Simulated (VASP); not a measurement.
Computed with PBE GGA, VASP's PBE PAW potentials (set 64) (plane waves; VASP 6.6.1). Each cell was relaxed at this level, without spin-orbit coupling.

Problem. Which of these comes out without a gap?
(A) SrF2, Fm-3m (225)
(B) BaSnO3, Pm-3m (221)
(C) TiN, Fm-3m (225)
(D) Li3N, P6/mmm (191)

Solution. C, TiN, Fm-3m (225). The others have gaps of 6.73 eV (SrF2, Fm-3m (225)), 1.07 eV (Li3N, P6/mmm (191)), 0.33 eV (BaSnO3, Pm-3m (221)).
